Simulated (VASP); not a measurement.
# Ta (Fm-3m) in VASP: further runs

One crystal, Ta, is run at these levels: PBEsol; tasks: single point, relaxation of cell and atoms.

Everything below comes from runs of VASP 6.6.1. Logs are shortened: lines on timing, memory, paths and dates and some standing lists are left out, and cuts for length are marked.

## (1) The structure

Symmetry: Fm-3m, No. 225, cubic system. Conventional cell: a = 4.176 Å, b = 4.176 Å, c = 4.176 Å, α = 90.00°, β = 90.00°, γ = 90.00°. Ta (site symmetry m-3m) has 12 Ta at 2.95 Å as nearest neighbours.

This isn't the form of Ta at room conditions, which is bcc.

## (2) Single point, PBEsol

Input file INCAR:

```
PREC = Accurate ; ENCUT = 520
EDIFF = 1E-6 ; ISMEAR = 0
SIGMA = 0.1 ; LREAL = F
LASPH = T ; NELM = 100
ALGO = Normal ; ISIF = 2
LWAVE = F ; LCHARG = T
GGA = PS ; LELF = T
LVHAR = T ; NBANDS = 12
```

Input file KPOINTS:

```
Automatic mesh
0
Gamma
  18 18 18
```

Input file POSCAR:

```
Ta
1.0
    0.0000000000      2.0878615621      2.0878615621
    2.0878615621      0.0000000000      2.0878615621
    2.0878615621      2.0878615621      0.0000000000
Ta
1
Direct
    0.0000000000      0.0000000000      0.0000000000
```

Potentials or basis: VASP PAW PBE potentials, release 64 (Ta_pv).

Started as:

```console
$ cat potpaw_PBE.64/Ta_pv/POTCAR > POTCAR
$ mpirun -np 1 vasp_std > vasp.out
```

OUTCAR:

```text
PREC = Accurate
   ENCUT = 520
   EDIFF = 1E-6
   ISMEAR = 0
   LREAL = F
   LASPH = T
   NELM = 100
   ISIF = 2
   GGA = PS

 ion  position               nearest neighbor table
   1  0.000  0.000  0.000-

  LATTYP: Found a face centered cubic cell.
 ALAT       =     4.1757231242

  Lattice vectors:

 A1 = (   0.0000000000,   2.0878615621,   2.0878615621)
 A2 = (   2.0878615621,   0.0000000000,   2.0878615621)
 A3 = (   2.0878615621,   2.0878615621,   0.0000000000)

Analysis of symmetry for initial positions (statically):
=====================================================================
 Subroutine PRICEL returns:
 Original cell was already a primitive cell.

 Routine SETGRP: Setting up the symmetry group for a
 face centered cubic supercell.

 Subroutine GETGRP returns: Found 48 space group operations
 (whereof 48 operations were pure point group operations)
 out of a pool of 48 trial point group operations.

The static configuration has the point symmetry O_h .

Analysis of symmetry for dynamics (positions and initial velocities):
=====================================================================
 Subroutine PRICEL returns:
 Original cell was already a primitive cell.

 Routine SETGRP: Setting up the symmetry group for a
 face centered cubic supercell.

 Subroutine GETGRP returns: Found 48 space group operations
 (whereof 48 operations were pure point group operations)
 out of a pool of 48 trial point group operations.

The dynamic configuration has the point symmetry O_h .

 Subroutine INISYM returns: Found 48 space group operations
 (whereof 48 operations are pure point group operations),
 and found     1 'primitive' translations

----------------------------------------------------------------------------------------

                                     Primitive cell

  volume of cell :      18.2027

  direct lattice vectors                    reciprocal lattice vectors
     0.000000000  2.087861562  2.087861562    -0.239479479  0.239479479  0.239479479
     2.087861562  0.000000000  2.087861562     0.239479479 -0.239479479  0.239479479
     2.087861562  2.087861562  0.000000000     0.239479479  0.239479479 -0.239479479

  length of vectors
     2.952682137  2.952682137  2.952682137     0.414790626  0.414790626  0.414790626

  position of ions in fractional coordinates (direct lattice)
     0.000000000  0.000000000  0.000000000

  ion indices of the primitive-cell ions
   primitive index   ion index
                 1           1

----------------------------------------------------------------------------------------

 KPOINTS: Automatic mesh

Automatic generation of k-mesh.
 Grid dimensions read from file:
 generate k-points for:   18   18   18

 Generating k-lattice:

  Cartesian coordinates                     Fractional coordinates (reciprocal lattice)
    -0.013304416  0.013304416  0.013304416     0.055555556  0.000000000  0.000000000
     0.013304416 -0.013304416  0.013304416     0.000000000  0.055555556  0.000000000
     0.013304416  0.013304416 -0.013304416     0.000000000  0.000000000  0.055555556

  Length of vectors
     0.023043924  0.023043924  0.023043924

  Shift w.r.t. Gamma in fractional coordinates (k-lattice)
     0.000000000  0.000000000  0.000000000

 Subroutine IBZKPT returns following result:
 ===========================================

 Found    195 irreducible k-points:

 Following reciprocal coordinates:
            Coordinates               Weight
  0.000000  0.000000  0.000000      1.000000
  0.055556  0.000000  0.000000      8.000000
  0.111111  0.000000  0.000000      8.000000
  0.166667  0.000000  0.000000      8.000000
  0.222222  0.000000  0.000000      8.000000
  0.277778  0.000000  0.000000      8.000000
[... 16 lines left out ...]
 -0.277778  0.055556  0.000000     24.000000
 -0.222222  0.055556  0.000000     24.000000
 [... further k-points ...]
   k-points           NKPTS =    195   k-points in BZ     NKDIM =    195   number of bands    NBANDS=     12
   number of dos      NEDOS =    301   number of ions     NIONS =      1
   total plane-waves  NPLWV =  13824
   dimension x,y,z NGX =    24 NGY =   24 NGZ =   24
   dimension x,y,z NGXF=    48 NGYF=   48 NGZF=   48
   ions per type =               1
   NGX,Y,Z   is equivalent  to a cutoff of  13.51, 13.51, 13.51 a.u.
   NGXF,Y,Z  is equivalent  to a cutoff of  27.03, 27.03, 27.03 a.u.
 SYSTEM =  unknown system
   PREC   = accura    normal or accurate (medium, high low for compatibility)
   ISTART =      0    job   : 0-new  1-cont  2-samecut
   ICHARG =      2    charge: 1-file 2-atom 10-const
   ISPIN  =      1    spin polarized calculation?
   LNONCOLLINEAR =      F non collinear calculations
   LSORBIT =      F    spin-orbit coupling
   LASPH  =      T    aspherical Exc in radial PAW
   ENCUT  =  520.0 eV  38.22 Ry    6.18 a.u.   5.49  5.49  5.49*2*pi/ulx,y,z
   NELM   =    100;   NELMIN=  2; NELMDL= -5     # of ELM steps
   EDIFF  = 0.1E-05   stopping-criterion for ELM
   LREAL  =      F    real-space projection
   EDIFFG = 0.1E-04   stopping-criterion for IOM
   NSW    =      0    number of steps for IOM
   IBRION =     -1    ionic relax: 0-MD 1-quasi-New 2-CG
   NFREE  =      0    steps in history (QN), initial steepest desc. (CG)
   ISIF   =      2    stress and relaxation
   ISYM   =      2    0-nonsym 1-usesym 2-fastsym
   POTIM  = 0.5000    time-step for ionic-motion
   TEBEG  =    0.0;   TEEND  =   0.0 temperature during run
   PSTRESS=    0.0 pullay stress
   NELECT =      11.0000    total number of electrons
   NUPDOWN=      -1.0000    fix difference up-down
   EMIN   =  10.00;   EMAX   =-10.00  energy-range for DOS
   EFERMI =   0.00;   METHOD = LEGACY
   ISMEAR =     0;   SIGMA  =   0.10  broadening in eV -4-tet -1-fermi 0-gaus
   EFERMI_NEDOS =   21; number of points for ismear=-14 and -15
   IALGO  =     38    algorithm
   IMIX   =      4    mixing-type and parameters
     AMIX     =   0.40;   BMIX     =  1.00
     AMIX_MAG =   1.60;   BMIX_MAG =  1.00
  volume/ion in A,a.u.               =      18.20       122.84
  Fermi-wavevector in a.u.,A,eV,Ry     =   1.384078  2.615529 26.064314  1.915673
  Thomas-Fermi vector in A             =   2.508616
   LORBIT       =      0    0 simple, 1 ext, 2 COOP (PROOUT), +10 PAW based schemes
   GGA     = PS    functional components
   LHFCALC =     F    Hartree Fock is set to
   AEXX    =    0.0000 exact exchange contribution
   IVDW    =     0    specifies the selected vdW correction
   LEPSILON=     F    determine dielectric tensor
   LRPA    =     F    only Hartree local field effects (RPA)
 non-spin polarized calculation
 Gauss-broadening in eV      SIGMA  =   0.10
  energy-cutoff  :      520.00
  volume of cell :       18.20
 maximum number of plane-waves:       531
 NGX is ok and might be reduce to    24
   NGX = 11   NGY = 11   NGZ = 11

 number of electron      11.0000001 magnetization

 Free energy of the ion-electron system (eV)
  ---------------------------------------------------
  ext. energy  EPLUGINS =         0.00000000
  ---------------------------------------------------
  free energy    TOTEN  =       -12.28837708 eV

  energy without entropy =      -12.28142607  energy(sigma->0) =      -12.28490158

 E-fermi :   5.6216     XC(G=0): -12.6770

 val. band max:        5.6128471062   @ k =  -0.3889   0.1667   0.0000
 cond. band min:       5.6279853553   @ k =  -0.3889   0.3889   0.1111
 fundamental gap:      0.0151382491
 Fermi energy:         5.6216239600

 k-point     1 :       0.0000    0.0000    0.0000
  band No.  band energies     occupation
      1     -27.8476      2.00000
      2     -27.8476      2.00000
      3     -27.8476      2.00000
      4      -2.6541      2.00000
      5       6.0409      0.00000
      6       6.0409      0.00000
      7       6.0409      0.00000
      8       9.1586      0.00000
      9       9.1586      0.00000
     10      18.2219      0.00000
     11      19.8197      0.00000
     12      23.1836      0.00000

 k-point     2 :       0.0556    0.0000    0.0000
  band No.  band energies     occupation
      1     -27.8845      2.00000
      2     -27.8522      2.00000
      3     -27.8522      2.00000
      4      -2.5246      2.00000
      5       5.9279      0.00001
      6       6.1031      0.00000
      7       6.1031      0.00000
      8       9.0957      0.00000
      9       9.0957      0.00000
     10      18.4950      0.00000
     11      19.8194      0.00000
     12      22.5139      0.00000

 k-point     3 :       0.1111    0.0000    0.0000
  band No.  band energies     occupation
      1     -27.9899      2.00000
      2     -27.8655      2.00000
      3     -27.8655      2.00000
      4      -2.1495      2.00000
      5       5.6349      0.85113
      6       6.2652      0.00000
      7       6.2652      0.00000
      8       8.9528      0.00000
      9       8.9528      0.00000
     10      19.2196      0.00000
     11      19.8178      0.00000
     12      21.3567      0.00000

 k-point     4 :       0.1667    0.0000    0.0000
  band No.  band energies     occupation
      1     -28.1483      2.00000
      2     -27.8857      2.00000
      3     -27.8857      2.00000
      4      -1.5710      2.00000
      5       5.2726      2.00000
      6       6.4419      0.00000
      7       6.4419      0.00000
      8       8.8645      0.00000
      9       8.8645      0.00000
     10      19.5916      0.00000
     11      19.8288      0.00000
     12      20.9138      0.00000

 k-point     5 :       0.2222    0.0000    0.0000
  band No.  band energies     occupation
      1     -28.3378      2.00000
      2     -27.9104      2.00000
      3     -27.9104      2.00000
      4      -0.8674      2.00000
      5       4.9733      2.00000
      6       6.4974      0.00000
      7       6.4974      0.00000
      8       9.0136      0.00000
      9       9.0136      0.00000
     10      18.7468      0.00000
     11      19.8234      0.00000
     12      21.8771      0.00000
[... 228 lines left out ...]
      1     -28.8846      2.00000
      2     -28.0201      2.00000
      3     -27.9822      2.00000
      4       0.8788      2.00000
      5       5.5730      1.50835
      6       5.9170      0.00003
      7       5.9993      0.00000
      8      10.7178      0.00000
      9      11.5441      0.00000
     10      16.5155      0.00000
     11      19.0118      0.00000
     12      19.8412      0.00000

 k-point    22 :      -0.3333    0.0556    0.0000
  band No.  band energies     occupation
      1     -28.7601      2.00000
      2     -28.0061      2.00000
      3     -27.9598      2.00000
      4       0.6348      2.00000
      5       5.1332      2.00000
      6       5.9934      0.00000
      7       6.1765      0.00000
      8       9.9450      0.00000
      9      10.9484      0.00000
     10      17.1288      0.00000
     11      19.8035      0.00000
     12      20.4482      0.00000

 k-point    23 :      -0.2778    0.0556    0.0000
  band No.  band energies     occupation
      1     -28.5950      2.00000
      2     -27.9843      2.00000
      3     -27.9337      2.00000
      4       0.1546      2.00000
      5       4.8208      2.00000
      6       6.2173      0.00000
      7       6.3997      0.00000
      8       9.1957      0.00000
      9      10.2607      0.00000
     10      17.8390      0.00000
     11      19.8197      0.00000
     12      21.9148      0.00000

 k-point    24 :      -0.2222    0.0556    0.0000
  band No.  band energies     occupation
      1     -28.4072      2.00000
      2     -27.9573      2.00000
      3     -27.9070      2.00000
      4      -0.5197      2.00000
      5       4.8279      2.00000
      6       6.4131      0.00000
      7       6.5803      0.00000
      8       8.6355      0.00000
      9       9.6627      0.00000
     10      18.6722      0.00000
     11      19.8237      0.00000
     12      22.2317      0.00000

 [... further k-points ...]

------------------------ aborting loop because EDIFF is reached ----------------------------------------

  FORCE on cell =-STRESS in cart. coord.  units (eV):
  Direction    XX          YY          ZZ          XY          YZ          ZX
  --------------------------------------------------------------------------------------
  -------------------------------------------------------------------------------------
  Total        0.0113851      0.0113851      0.0113851      0.0000000      0.0000000     -0.0000000
  in kB        1.0021029      1.0021029      1.0021029      0.0000000      0.0000000     -0.0000000
  external PRESSURE =       1.0021029 kB  Pullay stress =       0.0000000 kB

 VOLUME and BASIS-vectors are now :
 -----------------------------------------------------------------------------
  energy-cutoff  :      520.00
  volume of cell :       18.20
      direct lattice vectors                 reciprocal lattice vectors
     0.000000000  2.087861562  2.087861562    -0.239479479  0.239479479  0.239479479
     2.087861562  0.000000000  2.087861562     0.239479479 -0.239479479  0.239479479
     2.087861562  2.087861562  0.000000000     0.239479479  0.239479479 -0.239479479

 POSITION                                       TOTAL-FORCE (eV/Angst)
 -----------------------------------------------------------------------------------
      0.00000      0.00000      0.00000         0.000000      0.000000      0.000000
 -----------------------------------------------------------------------------------
    total drift:                                0.000000      0.000000      0.000000

  FREE ENERGIE OF THE ION-ELECTRON SYSTEM (eV)
  ---------------------------------------------------
  free  energy   TOTEN  =       -12.2883770832 eV

  energy  without entropy=      -12.2814260713  energy(sigma->0) =      -12.28490158
```

Run time: 23 s. Hardware: 1 thread of Intel Xeon Platinum 8488C (Sapphire Rapids), shared host; peak memory 0.17 GiB.

Results:

- Free energy: -12.2884 eV
- Pressure: 0.1 GPa
- Band gap on the k mesh: none (metal or under the smearing width)

Caveat: the PAW data sets were made with another functional, which shifts forces and pressure a little. The run has no spin-orbit coupling, so splittings on Ta are missing.

(Continued in part 2 of 2.)
